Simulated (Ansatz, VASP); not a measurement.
**Two plane-wave programs on HfB2 (mix)**

```
CELL_PARAMETERS angstrom
3.14000 0.00000 0.00000
-1.57000 2.71932 0.00000
0.00000 0.00000 3.48000
ATOMIC_POSITIONS crystal
Hf 0.00000 0.00000 0.00000
B 0.33333 0.66667 0.50000
B 0.66667 0.33333 0.50000
```

Alike in both runs: task single point; functional PBE; k mesh 6 × 6 × 6; occupations gaussian, width 0.1 eV; no spin polarisation.

|  | VASP | Ansatz |
| --- | --- | --- |
| version | VASP 6.6.1 | Ansatz 0.2.0 |
| potentials or method | VASP PAW PBE potentials, release 64 (Hf_pv, B) | scalar-relativistic, plane waves, PAW |
| plane-wave cutoff (eV) | 520 | 420 |
| valence electrons in the cell | 16 | 32 |

VASP gave:

* gap on the k mesh at the Fermi level (eV): none
* pressure (GPa): 1.2
* largest component of the traceless stress (GPa): 1.40

Q: What did Ansatz give for the same quantities?

A: gap on the k mesh at the Fermi level (eV): none; pressure (GPa): 1.6; largest component of the traceless stress (GPa): 1.59.

A gap of «none» marks a metal or a gap that the smearing closes. The two sets of potentials don't hold the same shells in valence.

Caveats: the k mesh is coarse (spacing up to 0.39 Å⁻¹), so the values aren't converged. Spin-orbit coupling is left out, which matters for the levels of Hf.
